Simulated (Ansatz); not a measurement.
## PbF$_{2}$: from a migration barrier to a jump rate

The calculation used DFT PBEsol, scalar-relativistic, plane waves, PAW in Ansatz 0.2.0. Cutoff 420 eV, Γ-centred 4×4×4 k-points, Gaussian smearing of 0.05 eV. Spin–orbit coupling is left out, which matters for the heavy elements here. No spin polarisation.

In a supercell of 24 sites an atom of F jumps into a neighbouring F vacancy, a = 2.95 Å from site to site in the perfect crystal, with a cell charge of +1 (uniform background, no finite-size correction). A nudged elastic band with 3 inner images puts the highest image 0.171 eV above the start and 0.171 eV above the end. Take it as the barrier; the order of the saddle wasn't checked, and the cell is small.

Task: With an assumed attempt frequency of 10¹³ s⁻¹, how often does the jump happen, and how fast does the vacancy diffuse?

Result: Transition-state theory gives Γ = ν exp(−E/k_BT), and one such jump direction contributes Γa²/6 to the vacancy's diffusion coefficient averaged over directions:

| T (K) | E/k_BT | Γ (1/s) | Γa²/6 (cm²/s) |
| --- | --- | --- | --- |
| 300 | 6.6 | 1.4 × 10^10 | 2.0 × 10^-6 |
| 600 | 3.3 | 3.7 × 10^11 | 5.3 × 10^-5 |
| 1000 | 2.0 | 1.4 × 10^12 | 2.0 × 10^-4 |
| 1500 | 1.3 | 2.7 × 10^12 | 3.9 × 10^-4 |

The rate reaches one jump a second at T = E/(k_B ln 10¹³) = 66 K. The number of equivalent jumps multiplies D if they link up through the crystal; a hop between two sites alone gives no long-range diffusion, which then waits on a higher barrier. In either case the atoms' own diffusion carries the vacancy concentration and a correlation factor besides. Rows above the melting point are formal, and so are rows where E/k_BT falls under about 3, since the theory needs rare jumps.

Task: How much does an error of 0.1 eV in the barrier matter?

Result: It multiplies the rate by exp(0.1 eV/k_BT): 48 at 300 K and 3.2 at 1000 K, more than the usual doubt about ν at low temperature.

Cost: 1 run of about 59 core-minutes, on Arm Neoverse V2 (shared hosts).